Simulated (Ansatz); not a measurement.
## Is this LiH structure a true minimum?

The structure comes from a generated guess, relaxed at this level; another structure or a mixture of phases may lie lower.

Level of theory: Ansatz 0.2.0, DFT PBE, scalar-relativistic, plane waves, PAW. Cutoff 420 eV; k points 12×12×12 on the computed 8-atom cell (Γ-centred); Gaussian smearing, width 0.02 eV; no spin polarisation.

The cell below (8 atoms, space group R-3m (No. 166)) is relaxed within its symmetry.

```xyz
8
Lattice="1.4033 0.8102 9.5201 -1.4033 0.8102 9.5201 0.0000 -1.6204 9.5201" Properties=species:S:1:pos:R:3 pbc="T T T"
Li    0.0000    0.0000    0.0000
Li    0.0000    0.0000   14.2802
Li    0.0000    0.0000   26.1112
Li    0.0000    0.0000    2.4491
H     0.0000    0.0000   22.6438
H     0.0000    0.0000    5.9165
H     0.0000    0.0000   17.8167
H     0.0000    0.0000   10.7436
```

For the test it was strained at random (σ = 1.5 % a component), the atoms were moved at random (σ = 0.10 Å), and all was relaxed again on a coarse 6×6×6 mesh (in the run’s order of axes) with 0.10 eV smearing, with no symmetry imposed.

Q: What happens?

A: It returns, within 1 meV/atom of the unmoved cell on that mesh and with the same symmetry when read at 0.1 Å (P1 at 0.01 Å, so small strains and shifts remain). No instability shows in this cell; modes of other wave vectors, which need another repeat, aren't tested.
